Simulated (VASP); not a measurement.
Here is a VASP 6.6.1 calculation.

Contents of INCAR:

```
SYSTEM = TiTe2
PREC = Accurate ; ENCUT = 600
EDIFF = 1E-7 ; ISMEAR = 0
SIGMA = 0.03 ; LREAL = .False.
LASPH = .True. ; NELM = 80
ALGO = Normal ; ISIF = 3
LWAVE = .False. ; LCHARG = .False.
GGA = PS ; IBRION = 2
NSW = 90 ; EDIFFG = -0.005
LATTICE_CONSTRAINTS = .TRUE. .TRUE. .FALSE.
```

KPOINTS

```
Automatic mesh
0
Gamma
  9 9 1
  0 0 0
```

Contents of POSCAR:

```
TiTe2                                   
1.0
    3.6683977743      0.0000000000      0.0000000000
   -1.8341988872      3.1769256637      0.0000000000
    0.0000000000      0.0000000000     21.4153488000
  Te              Ti            
     2     1
Direct
     0.3333333300000021    0.6666666699999979    0.4183783436754988
     0.6666666699999979    0.3333333300000021    0.5816216563245012
     0.0000000000000000    0.0000000000000000    0.5000000000000000
```

Potentials or basis: VASP PAW PBE potentials, release 64 (Te, Ti_sv).

Run with:

```console
$ cat potpaw_PBE.64/Te/POTCAR potpaw_PBE.64/Ti_sv/POTCAR > POTCAR
$ mpirun -np 1 vasp_std > vasp.out
```

Problem. What does it give for the band gap on the k mesh?

Solution. None (metal or under the smearing width).

Forces on the atoms (eV/Å):
```
Te   0.000  0.000 -0.005
Te   0.000  0.000  0.005
Ti   0.000  0.000  0.000
```

Caveat: the relaxation stopped at its first step, so nothing moved; the PAW data sets were made with another functional, which shifts forces and pressure a little. The run has no spin-orbit coupling, so splittings on Te are missing.
